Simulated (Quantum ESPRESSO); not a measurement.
Wanted: the native input for a Quantum ESPRESSO 7.5 run.

```yaml
Task: relaxation of the atoms
Functional: PBEsol
Potentials_or_basis: PseudoDojo 0.4.1 SR PBEsol standard
Cutoff: 1197 eV
Density_cutoff: 4789 eV
k_mesh: 8 × 8 × 8
Occupations: gaussian, width 0.01 eV
Spin: no spin polarisation
Mixing_beta: 0.5
Most_SCF_iterations: 120
SCF_threshold: 4e-10 Ry
Most_ionic_steps: 40
Forc_conv_thr: 0.0001 Ry/bohr
Etot_conv_thr: 1e-05 Ry
Tstress: yes
Ion_dynamics: bfgs
```

Crystal: InP.

```xyz
2
Lattice="0.0000 2.9700 2.9406 2.9406 0.0000 2.9406 2.9406 2.9700 0.0000" Properties=species:S:1:pos:R:3 pbc="T T T"
In    0.0000    0.0000    0.0000
P     1.4703    1.4850    1.4703
```

The cell was built by a generator and isn't the measured one.

The input as run:

pw.in

```
&CONTROL
  calculation = 'relax'
  prefix = 'pwscf'
  outdir = './tmp'
  pseudo_dir = './pseudo'
  tprnfor = .true.
  tstress = .true.
  disk_io = 'low'
  nstep = 40
  forc_conv_thr = 0.0001
  etot_conv_thr = 1d-05
/
&SYSTEM
  ibrav = 0
  nat = 2
  ntyp = 2
  ecutwfc = 88
  nbnd = 15
  occupations = 'smearing'
  smearing = 'gaussian'
  degauss = 0.00073499
/
&ELECTRONS
  conv_thr = 4d-10
  electron_maxstep = 120
  mixing_beta = 0.5
/
&IONS
  ion_dynamics = 'bfgs'
/
ATOMIC_SPECIES
In   114.8180 In.upf
P     30.9738 P.upf
CELL_PARAMETERS angstrom
   0.0000000000    2.9700060000    2.9406000000
   2.9406000000    0.0000000000    2.9406000000
   2.9406000000    2.9700060000    0.0000000000
ATOMIC_POSITIONS crystal
In     0.0000000000    0.0000000000    0.0000000000
P      0.2500000000    0.2500000000    0.2500000000
K_POINTS automatic
8 8 8 0 0 0
```

Potentials or basis: PseudoDojo 0.4.1 SR PBEsol standard.

Run with:

```console
$ OMP_NUM_THREADS=1 pw.x -in pw.in > pw.out
```

Results of the run:

```json
{"Pressure after relaxing": "-0.7 GPa", "Band gap on the k mesh": "0.49 eV, direct"}
```

Caveat: the relaxation stopped at its first step, so nothing moved; spin-orbit coupling is left out, which moves the levels of the heavy elements.

Wall time 100 s on 1 thread of AMD EPYC 7R43 64-Core Processor (Zen 3) (shared host), peak memory 0.13 GiB.
